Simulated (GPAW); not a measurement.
SnO2 (Cassiterite), 6 atoms in the cell. Symmetry: P4_2/mnm, No. 136, tetragonal system. Conventional cell: a = 4.738 Å, b = 4.738 Å, c = 3.187 Å, α = 90.00°, β = 90.00°, γ = 90.00°. Around Sn (site symmetry mmm) lie 6 O at 2.05 to 2.06 Å. Around O (site symmetry m2m) lie 3 Sn at 2.05 to 2.06 Å. 

| Item | Value |
| --- | --- |
| Program | GPAW 26.7.0 |
| Task | dielectric tensor |
| Functional | AM05 |
| Potentials or basis | PAW data sets generated in the run's folder for this functional |
| Cutoff | 550 eV |
| Basis | pw |
| k mesh | 5 × 5 × 7 |
| Occupations | fermi-dirac, width 0.001 eV |
| Spin | no spin polarisation |
| Response ecut | 80 eV |
| Maxiter | 150 |
| Response k mesh | 5 × 5 × 8 |
| Response bands | 74 |
| Kernels | ["RPA"] |
| Coarser k mesh | 5 × 5 × 8 |

Potentials or basis: PAW data sets generated in the run's folder for this functional, pw.

Run with:

```bash
$ gpaw-setup -f AM05 O Sn
$ OMP_NUM_THREADS=1 python run.py
```

Hardware: 1 thread of Arm Neoverse V2 (shared host).

**Question.** Estimate the wall time of this run.

**Answer.** Wall time 4.7 min on 1 thread of Arm Neoverse V2, on a shared host, peak memory 0.55 GiB. Counts: scf iterations 30, plane waves 2103, bands 43, k points 36.
